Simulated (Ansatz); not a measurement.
Compressing Pb: a fit and a missing row

Pb, Im-3m, a = 3.930 Å. This isn't the element's structure at ambient conditions. Ansatz: PBE+D3(BJ), PAW, 420 eV, Γ-centred 16×16×16 mesh on 1 atom, Gaussian smearing 0.10 eV; no spin polarisation. Symmetry fixes shape and atoms, so the cell is only scaled; pressure is positive in compression.

| V (Å³/atom) | P (GPa) |
| --- | --- |
| 26.707 | ? |
| 27.617 | 5.24 |
| 28.527 | 3.17 |
| 29.438 | 1.45 |
| 30.348 | 0.00 |
| 31.259 | -1.22 |
| 32.169 | -2.24 |
| 33.383 | -3.32 |

Take V0 = 30.348 Å³/atom, fit the third-order Birch–Murnaghan form to the other rows, and predict the missing pressure.

With the Eulerian strain f = ½[(V0/V)^(2/3) − 1] and y = P/[3f(1 + 2f)^(5/2)], the form is the line y = B0 + 1.5 B0 (B0′ − 4) f. Rows (f, y): 0.03244, 46.0; 0.02106, 45.3; 0.01025, 44.8; -0.00976, 43.8; -0.01905, 43.2; -0.03078, 42.1. Means f = 0.0006933, y = 44.200; Σ(Δf)² = 0.003004, ΣΔfΔy = 0.1753; the slope is their ratio. y = 44.16 + 58.36 f GPa, so B0 = 44.2 GPa and B0′ = 4 + 2 × (58.36)/(3 × 44.16) = 4.88. At V = 26.707, f = 0.04447, y = 46.76 and P = 7.72 GPa. The run gave 7.72 GPa, the same to the digits shown.

In 1 of the 8 runs an atom lies near a switch of its D3 coefficient C6 between reference coordination numbers, so the dispersion energy changes steeply there and can bend the curve. Spin–orbit coupling is left out, which can shift energies with elements as heavy as these.